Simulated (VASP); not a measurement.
# Os (P6_3/mmc) in VASP: a series of runs

The runs below take Os through relaxation of cell and atoms, single point, with revPBE+D4, PBE.

Everything below comes from runs of VASP 6.6.1. Logs are shortened: lines on timing, memory, paths and dates and some standing lists are left out, and cuts for length are marked.

## Step 1: Starting point

It takes space group P6_3/mmc (No. 194, hexagonal). Conventional cell: a = 2.734 Å, b = 2.734 Å, c = 4.320 Å, α = 90.00°, β = 90.00°, γ = 120.00°. Around Os (site symmetry -6m2) lie 12 Os at 2.68 to 2.73 Å.

## Step 2: Relaxation of cell and atoms, revPBE+D4

File INCAR:

```
SYSTEM = Os
PREC = Accurate
ENCUT = 600
EDIFF = 1E-6
ISMEAR = -1
SIGMA = 0.05
LREAL = .FALSE.
LASPH = .TRUE.
NELM = 60
ALGO = Normal
ISIF = 3
LWAVE = .FALSE.
LCHARG = .FALSE.
GGA = RE
IVDW = 13
IBRION = 2
NSW = 60
EDIFFG = -0.005
```

File KPOINTS:

```
regular mesh
0
G
  11 11 6
  0 0 0
```

File POSCAR:

```
Os
1.0
    2.7341000000      0.0000000000      0.0000000000
   -1.3670500000      2.3678000565      0.0000000000
    0.0000000000      0.0000000000      4.3197000000
Os
2
Direct
    0.6666666667      0.3333333333      0.7500000000
    0.3333333333      0.6666666667      0.2500000000
```

Potentials or basis: VASP PAW PBE potentials, release 64 (Os).

Command:

```sh
> cat potpaw_PBE.64/Os/POTCAR > POTCAR
> mpirun -np 1 vasp_std > vasp.out
```

OUTCAR:

```text
SYSTEM = Os
   PREC = Accurate
   ENCUT = 600
   EDIFF = 1E-6
   ISMEAR = -1
   LREAL = .FALSE.
   LASPH = .TRUE.
   NELM = 60
   ISIF = 3
   GGA = RE
   IVDW = 13
   IBRION = 2
   NSW = 60
   EDIFFG = -0.005

 ion  position               nearest neighbor table
   1  0.667  0.333  0.750-   2 2.68   2 2.68   2 2.68   2 2.68   2 2.68   2 2.68
   2  0.333  0.667  0.250-   1 2.68   1 2.68   1 2.68   1 2.68   1 2.68   1 2.68

  LATTYP: Found a hexagonal cell.
 ALAT       =     2.7341000000
 C/A-ratio  =     1.5799348963

  Lattice vectors:

 A1 = (   2.7341000000,   0.0000000000,   0.0000000000)
 A2 = (  -1.3670500000,   2.3678000565,   0.0000000000)
 A3 = (   0.0000000000,   0.0000000000,   4.3197000000)

Analysis of symmetry for initial positions (statically):
=====================================================================
 Subroutine PRICEL returns:
 Original cell was already a primitive cell.

 Routine SETGRP: Setting up the symmetry group for a
 hexagonal supercell.

 Subroutine GETGRP returns: Found 24 space group operations
 (whereof 12 operations were pure point group operations)
 out of a pool of 24 trial point group operations.

The static configuration has the point symmetry D_3d.
 The point group associated with its full space group is D_6h.

Analysis of symmetry for dynamics (positions and initial velocities):
=====================================================================
 Subroutine PRICEL returns:
 Original cell was already a primitive cell.

 Routine SETGRP: Setting up the symmetry group for a
 hexagonal supercell.

 Subroutine GETGRP returns: Found 24 space group operations
 (whereof 12 operations were pure point group operations)
 out of a pool of 24 trial point group operations.

The dynamic configuration has the point symmetry D_3d.
 The point group associated with its full space group is D_6h.

 Subroutine INISYM returns: Found 24 space group operations
 (whereof 12 operations are pure point group operations),
 and found     1 'primitive' translations

----------------------------------------------------------------------------------------

                                     Primitive cell

  volume of cell :      27.9649

  direct lattice vectors                    reciprocal lattice vectors
     2.734100000  0.000000000  0.000000000     0.365751070  0.211166479  0.000000000
    -1.367050000  2.367800057  0.000000000     0.000000000  0.422332957  0.000000000
     0.000000000  0.000000000  4.319700000     0.000000000  0.000000000  0.231497558

  length of vectors
     2.734100000  2.734100000  4.319700000     0.422332957  0.422332957  0.231497558

  position of ions in fractional coordinates (direct lattice)
     0.666666667  0.333333333  0.750000000
     0.333333333  0.666666667  0.250000000

  ion indices of the primitive-cell ions
   primitive index   ion index
                 1           1
                 2           2

----------------------------------------------------------------------------------------

 KPOINTS: regular mesh

Automatic generation of k-mesh.
 Grid dimensions read from file:
 generate k-points for:   11   11    6

 Generating k-lattice:

  Cartesian coordinates                     Fractional coordinates (reciprocal lattice)
     0.033250097  0.019196953  0.000000000     0.090909091 -0.000000000  0.000000000
     0.000000000  0.038393905  0.000000000     0.000000000  0.090909091  0.000000000
     0.000000000  0.000000000  0.038582926     0.000000000  0.000000000  0.166666667

  Length of vectors
     0.038393905  0.038393905  0.038582926

  Shift w.r.t. Gamma in fractional coordinates (k-lattice)
     0.000000000  0.000000000  0.000000000

 Subroutine IBZKPT returns following result:
 ===========================================

 Found     64 irreducible k-points:

 Following reciprocal coordinates:
            Coordinates               Weight
  0.000000  0.000000  0.000000      1.000000
  0.090909  0.000000  0.000000      6.000000
  0.181818  0.000000  0.000000      6.000000
  0.272727 -0.000000  0.000000      6.000000
  0.363636 -0.000000  0.000000      6.000000
  0.454545  0.000000  0.000000      6.000000
[... 16 lines left out ...]
  0.090909  0.090909  0.166667     12.000000
  0.181818  0.090909  0.166667     24.000000
 [... further k-points ...]
   k-points           NKPTS =     64   k-points in BZ     NKDIM =     64   number of bands    NBANDS=     12
   number of dos      NEDOS =    301   number of ions     NIONS =      2
   total plane-waves  NPLWV =  20736
   dimension x,y,z NGX =    24 NGY =   24 NGZ =   36
   dimension x,y,z NGXF=    48 NGYF=   48 NGZF=   72
   ions per type =               2
   NGX,Y,Z   is equivalent  to a cutoff of  14.59, 14.59, 13.85 a.u.
   NGXF,Y,Z  is equivalent  to a cutoff of  29.19, 29.19, 27.71 a.u.
 SYSTEM =  Os
   PREC   = accura    normal or accurate (medium, high low for compatibility)
   ISTART =      0    job   : 0-new  1-cont  2-samecut
   ICHARG =      2    charge: 1-file 2-atom 10-const
   ISPIN  =      1    spin polarized calculation?
   LNONCOLLINEAR =      F non collinear calculations
   LSORBIT =      F    spin-orbit coupling
   LASPH  =      T    aspherical Exc in radial PAW
   ENCUT  =  600.0 eV  44.10 Ry    6.64 a.u.   5.46  5.46  8.63*2*pi/ulx,y,z
   NELM   =     60;   NELMIN=  2; NELMDL= -5     # of ELM steps
   EDIFF  = 0.1E-05   stopping-criterion for ELM
   LREAL  =      F    real-space projection
   EDIFFG = -.5E-02   stopping-criterion for IOM
   NSW    =     60    number of steps for IOM
   IBRION =      2    ionic relax: 0-MD 1-quasi-New 2-CG
   NFREE  =      1    steps in history (QN), initial steepest desc. (CG)
   ISIF   =      3    stress and relaxation
   ISYM   =      2    0-nonsym 1-usesym 2-fastsym
   POTIM  = 0.5000    time-step for ionic-motion
   TEBEG  =    0.0;   TEEND  =   0.0 temperature during run
   PSTRESS=    0.0 pullay stress
   NELECT =      16.0000    total number of electrons
   NUPDOWN=      -1.0000    fix difference up-down
   EMIN   =  10.00;   EMAX   =-10.00  energy-range for DOS
   EFERMI =   0.00;   METHOD = LEGACY
   ISMEAR =    -1;   SIGMA  =   0.05  broadening in eV -4-tet -1-fermi 0-gaus
   EFERMI_NEDOS =   21; number of points for ismear=-14 and -15
   IALGO  =     38    algorithm
   IMIX   =      4    mixing-type and parameters
     AMIX     =   0.40;   BMIX     =  1.00
     AMIX_MAG =   1.60;   BMIX_MAG =  1.00
  volume/ion in A,a.u.               =      13.98        94.36
  Fermi-wavevector in a.u.,A,eV,Ry     =   1.359076  2.568282 25.131161  1.847088
  Thomas-Fermi vector in A             =   2.485855
   LORBIT       =      0    0 simple, 1 ext, 2 COOP (PROOUT), +10 PAW based schemes
   GGA     = RE    functional components
   LHFCALC =     F    Hartree Fock is set to
   AEXX    =    0.0000 exact exchange contribution
   IVDW    =    13    specifies the selected vdW correction
   LEPSILON=     F    determine dielectric tensor
   LRPA    =     F    only Hartree local field effects (RPA)
 conjugate gradient relaxation of ions
 non-spin polarized calculation
  energy-cutoff  :      600.00
  volume of cell :       27.96
 maximum number of plane-waves:       965
 NGX is ok and might be reduce to    24
   NGX = 11   NGY = 11   NGZ = 17

--------------------------------------- Ionic step        1  -------------------------------------------

 number of electron      16.0000001 magnetization

 Free energy of the ion-electron system (eV)
  ---------------------------------------------------
  ext. energy  EPLUGINS =         0.00000000
  ---------------------------------------------------
  free energy    TOTEN  =       -21.42824964 eV

  energy without entropy =      -21.41505601  energy(sigma->0) =      -21.42165283

------------------------ aborting loop because EDIFF is reached ----------------------------------------

  DFT-D4 for vdW energy calculation

  Edisp (eV):   -2.09633

  FORCE on cell =-STRESS in cart. coord.  units (eV):
  Direction    XX          YY          ZZ          XY          YZ          ZX
  --------------------------------------------------------------------------------------
  -------------------------------------------------------------------------------------
  Total       0.01168     0.01168     0.07470    -0.00000     0.00000     0.00000
  in kB       0.66937     0.66937     4.27996    -0.00000     0.00000     0.00000
  external pressure =        1.87 kB  Pullay stress =        0.00 kB
[... 97 lines left out ...]
  FREE ENERGIE OF THE ION-ELECTRON SYSTEM (eV)
  ---------------------------------------------------
  free  energy   TOTEN  =       -23.5246101912 eV

  energy  without entropy=      -23.5113888278  energy(sigma->0) =      -23.51799951

[... ionic steps 4 to 7 ...]

--------------------------------------- Ionic step        8  -------------------------------------------

 number of electron      16.0000001 magnetization

------------------------ aborting loop because EDIFF is reached ----------------------------------------

  DFT-D4 for vdW energy calculation

  Edisp (eV):   -2.09524
[... 69 lines left out ...]
  energy  without entropy=      -23.5113576999  energy(sigma->0) =      -23.51797167

--------------------------------------- Ionic step       10  -------------------------------------------

 number of electron      16.0000001 magnetization

 Free energy of the ion-electron system (eV)
  ---------------------------------------------------
  ext. energy  EPLUGINS =         0.00000000
  ---------------------------------------------------
  free energy    TOTEN  =       -21.42908397 eV

  energy without entropy =      -21.41586326  energy(sigma->0) =      -21.42247362

 E-fermi :   9.4768     XC(G=0): -14.0375

 val. band max:        9.4550463810   @ k =   0.3636  -0.0000   0.3333
 cond. band min:       9.5331228036   @ k =   0.0000   0.0000   0.0000
 fundamental gap:      0.0780764226
 Fermi energy:         9.4767964652

 k-point     1 :       0.0000    0.0000    0.0000
  band No.  band energies     occupation
      1      -1.4143      2.00000
      2       1.7337      2.00000
      3       6.4722      2.00000
      4       6.4722      2.00000
      5       6.7160      2.00000
      6       7.3121      2.00000
      7       7.3121      2.00000
      8       7.9647      2.00000
      9       7.9647      2.00000
     10       9.5331      0.48961
     11      11.2079      0.00000
     12      11.2079      0.00000
[... 331 lines left out ...]
 k-point    24 :       0.1818    0.0909    0.1667
  band No.  band energies     occupation
      1       0.8907      2.00000
      2       3.3395      2.00000
      3       4.7444      2.00000
      4       4.9692      2.00000
      5       6.2214      2.00000
      6       6.8408      2.00000
      7       7.4155      2.00000
      8       8.3669      2.00000
      9       8.9792      1.99990
     10       9.3562      1.83541
     11      11.6440      0.00000
     12      15.0617      0.00000

 [... further k-points ...]

------------------------ aborting loop because EDIFF is reached ----------------------------------------

  DFT-D4 for vdW energy calculation

  Edisp (eV):   -2.09553

  FORCE on cell =-STRESS in cart. coord.  units (eV):
  Direction    XX          YY          ZZ          XY          YZ          ZX
  --------------------------------------------------------------------------------------
  -------------------------------------------------------------------------------------
  Total      -0.00022    -0.00022    -0.00008     0.00000     0.00000     0.00000
  in kB      -0.01239    -0.01239    -0.00457     0.00000     0.00000     0.00000
  external pressure =       -0.01 kB  Pullay stress =        0.00 kB
[... 17 lines left out ...]
  FREE ENERGIE OF THE ION-ELECTRON SYSTEM (eV)
  ---------------------------------------------------
  free  energy   TOTEN  =       -23.5246146635 eV

  energy  without entropy=      -23.5113939556  energy(sigma->0) =      -23.51800431

 reached required accuracy - stopping structural energy minimisation
```

Run time: 45 s. Hardware: 1 thread of AMD EPYC 9R45 (Zen 5), shared host; peak memory 0.14 GiB.

Results:

| Property | Result |
| --- | --- |
| Free energy | -23.5246 eV |
| Relaxed volume | 13.99 Å³/atom |
| Relaxed cell | a = 2.734 Å, b = 2.734 Å, c = 4.322 Å, α = 90.00°, β = 90.00°, γ = 120.00° |
| Space group after relaxing (to 0.05 Å) | P6_3/mmc (No. 194) |
| Energy gained by relaxing | 0.0 meV/atom |
| Ionic steps | 10 |
| Pressure after relaxing | 0.0 GPa |
| Band gap on the k mesh | none (metal or under the smearing width) |
| Dispersion energy per atom | -1.048 eV |

Final structure:
```cif
data_structure
_symmetry_space_group_name_H-M 'P 1'
_symmetry_Int_Tables_number 1
_cell_length_a 2.7339
_cell_length_b 2.7339
_cell_length_c 4.3219
_cell_angle_alpha 90.000
_cell_angle_beta 90.000
_cell_angle_gamma 120.000
_cell_volume 27.98
loop_
_atom_site_label
_atom_site_type_symbol
_atom_site_fract_x
_atom_site_fract_y
_atom_site_fract_z
_atom_site_occupancy
Os1 Os 0.66667 0.33333 0.75000 1
Os2 Os 0.33333 0.66667 0.25000 1
```

Levels at points of the mesh, in eV from the Fermi level:
| k point | band 6 | band 7 | band 8 | band 9 | band 10 | band 11 |
| --- | --- | --- | --- | --- | --- | --- |
| (0.00, 0.00, 0.00) | -2.16 | -2.16 | -1.51 | -1.51 | 0.06 | 1.73 |
| (0.00, 0.00, 0.50) | -3.20 | -3.20 | -3.20 | 0.94 | 0.94 | 0.94 |

Caveat: the PAW data sets were made with another functional, which shifts forces and pressure a little; pairwise dispersion overbinds metals, which lowers pressure and volume.

## Step 3: Single point, PBE

File INCAR:

```
SYSTEM = Os
PREC = Accurate
ENCUT = 520
EDIFF = 1E-7
ISMEAR = 0
SIGMA = 0.027000000000000003
LREAL = .FALSE.
LASPH = .TRUE.
NELM = 60
ALGO = Normal
ISIF = 2
LWAVE = .FALSE.
LCHARG = .FALSE.
GGA = PE
```

KPOINTS is that of step 2.

POSCAR is that of step 2.

Potentials or basis: VASP PAW PBE potentials, release 64 (Os).

Command:

```sh
> cat potpaw_PBE.64/Os/POTCAR > POTCAR
> mpirun -np 1 vasp_std > vasp.out
```

It took 18 s on 1 thread of Intel Xeon Platinum 8259CL at 2.50GHz (Skylake/Cascade Lake), shared host; peak memory 0.14 GiB.

The run converged. Its results:

```
Free energy            : -22.4681 eV
Pressure               : 8.8 GPa
Band gap on the k mesh : none (metal or under the smearing width)
```

Stress tensor (GPa, compression positive):
```
8.70 0.00 0.00
0.00 8.70 0.00
0.00 0.00 8.99
```

Levels at points of the mesh, in eV from the Fermi level:
```
           k point  band 6  band 7  band 8  band 9  band 10  band 11
(0.00, 0.00, 0.00)   -2.15   -2.15   -1.50   -1.50     0.08     1.75
(0.00, 0.00, 0.50)   -3.19   -3.19   -3.19    0.96     0.96     0.96
```

The run has no spin-orbit coupling, so splittings on Os are missing.

## Step 4: The reference run

An earlier run on the cell as given: functional PBE; potentials or basis VASP PAW PBE potentials, release 64 (Os); cutoff 520 eV; k mesh 11 × 11 × 6; occupations fermi-dirac, width 0.05 eV; no spin polarisation.

* Pressure: 8.9 GPa
* Band gap on the k mesh: none (metal or under the smearing width)

## Step 5: Summary

| task | level | cell | cutoff (eV) | smearing | gap on the mesh (eV) | pressure (GPa) |
| --- | --- | --- | --- | --- | --- | --- |
| relaxation of cell and atoms | revPBE+D4 | relaxed | 600 | fermi-dirac 0.05 eV | none | 0.0 |
| single point | PBE | as given | 520 | gaussian 0.027 eV | none | 8.8 |
| single point | PBE | as given | 520 | fermi-dirac 0.05 eV | none | 8.9 |

Alike in all rows: potentials or basis VASP PAW PBE potentials, release 64 (Os); no spin polarisation; k mesh 11 × 11 × 6.

Caveats: the PAW data sets were made with another functional, which shifts forces and pressure a little (some runs); pairwise dispersion overbinds metals, which lowers pressure and volume (some runs).

Total energies depend on the potentials used, so only differences within one code and one set of settings carry meaning.
